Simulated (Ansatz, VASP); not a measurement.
One calculation of CdSe, two programs

The input INCAR:

```
SYSTEM = CdSe
PREC = Accurate
ENCUT = 520
EDIFF = 1E-6
ISMEAR = 0
SIGMA = 0.05
LREAL = .False.
LASPH = .True.
NELM = 60
ALGO = Normal
ISIF = 2
LWAVE = .False.
LCHARG = .False.
GGA = PE
NBANDS = 16
```

KPOINTS

```
regular mesh
0
Gamma
  8 8 8
  0 0 0
```

The input POSCAR:

```
CdSe
1.0
    0.0000000000      3.0702711986      3.0702711986
    3.0702711986      0.0000000000      3.0702711986
    3.0702711986      3.0702711986      0.0000000000
Cd Se
1 1
Direct
    0.0000000000      0.0000000000      0.0000000000
    0.7500000000      0.7500000000      0.7500000000
```

Input for Ansatz:

```yaml
crystal:
  lattice:
    - [0.0, 3.0702711986, 3.0702711986]
    - [3.0702711986, 0.0, 3.0702711986]
    - [3.0702711986, 3.0702711986, 0.0]
  atoms:
    - { symbol: Cd, position: [0.0, 0.0, 0.0] }
    - { symbol: Se, position: [0.75, 0.75, 0.75] }
basis:
  ecutwfc: 420
  fft_grid_basis: typed
kpoints:
  mp_grid: { grid: [8, 8, 8] }
hamiltonian:
  xc: pbe
  pseudopotentials: { kind: paw }
scf:
  occupations: { method: gaussian, width: 0.05 }
  n_extra_bands: 6
output:
  forces: true
  stress: false
  eigenvalues: true
  bader: false
  write_density: false
  volumetric_format: npy
  band_densities:
    - { e_range: [-0.88, -0.27] }
    - { e_range: [0.26, 0.87] }
    - { e_range: [-4.51, -3.09] }
    - { e_range: [-3.09, -1.68] }
    - { e_range: [-4.52, -0.25] }
    - { e_range: [-8.14, -7.29] }
    - { e_range: [-12.74, -12.22] }
  dos:
    e_range: [-30, 8]
    de: 0.02
    method: { smearing: { sigma: 0.03, scheme: gaussian } }
    projected: { site_lists: { Cd: [Cd], Se: [Se] } }
checkpoint:
  read: start.run
  write: ck
  compress: false
  write_wavefunctions: false
  write_every: 100000
```

Measurements of this composition are mostly on another form, of space group No. 186.

Alike in both runs: task single point; functional PBE; k mesh 8 × 8 × 8; occupations gaussian, width 0.05 eV; no spin polarisation.

```csv
,VASP,Ansatz
version,VASP 6.6.1,Ansatz 0.2.0
potentials or method,"VASP PAW PBE potentials, release 64 (Cd, Se)","scalar-relativistic, plane waves, PAW"
plane-wave cutoff (eV),520,420
valence electrons in the cell,18,36
```

```tsv
	VASP	Ansatz	Ansatz less VASP
gap on the k mesh at the Fermi level (eV)	0.55	0.55	+0.001
```

The two sets of potentials don't hold the same shells in valence.

A hybrid or GW would open this gap; PBE tends to underestimate it.
